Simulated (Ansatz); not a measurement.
Set up this calculation in Ansatz 0.2.0, as the native input.

```yaml
Task: band structure
Functional: RPBE
Potentials_or_basis: Ansatz PAW
Cutoff: "420 eV (not typed: the program's choice for these potentials)"
k_mesh: 12 × 12 × 12
Occupations: fermi-dirac, width 0.05 eV
Spin: no spin polarisation
Path: "[[\"G\", \"H\", \"N\", \"G\", \"P\", \"H\"], [\"P\", \"N\"]]"
Points_for_each_segment_of_the_path: 14
```

Crystal: Zn.

```
CELL_PARAMETERS angstrom
-1.56904 1.56904 1.56904
1.56904 -1.56904 1.56904
1.56904 1.56904 -1.56904
ATOMIC_POSITIONS crystal
Zn 0.00000 0.00000 0.00000
```

This isn't the form of Zn at room conditions, which is hcp.

These files were run (other wordings do the same):

input.yaml

```yaml
crystal:
  lattice:
    - [-1.569037, 1.569037, 1.569037]
    - [1.569037, -1.569037, 1.569037]
    - [1.569037, 1.569037, -1.569037]
  atoms:
    - { symbol: Zn, position: [0.0, 0.0, 0.0] }
hamiltonian:
  xc: rpbe
  pseudopotentials: { kind: paw }
kpoints:
  mp_grid: { grid: [12, 12, 12] }
  band_path:
    path:
      - [[0.0, 0.0, 0.0], [0.5, -0.5, 0.5], [0.0, 0.0, 0.5], [0.0, 0.0, 0.0], [0.25, 0.25, 0.25], [0.5, -0.5, 0.5]]
      - [[0.25, 0.25, 0.25], [0.0, 0.0, 0.5]]
    npoints: 14
scf:
  occupations: { method: fermi_dirac, width: 0.05 }
  n_extra_bands: 6
output:
  forces: true
  stress: true
  eigenvalues: true
  fatbands: false
```

Potentials or basis: Ansatz PAW.

Command:

```sh
$ ansatz run input.yaml --threads 2 --pin off --max-ram 5632MiB --backend cpu --events-out ev --progress --plain --runs-dir out
```

It gave:

* Pressure: 2.5 GPa
* Band gap on the k mesh: none (metal or under the smearing width)

Caveat: the PAW data sets come from PBE, with cores solved anew for the run's functional, which leaves a small shift of forces and pressure.

It took 0.85 s on 2 threads of Arm Neoverse V2, on a shared host, peak memory 0.26 GiB.
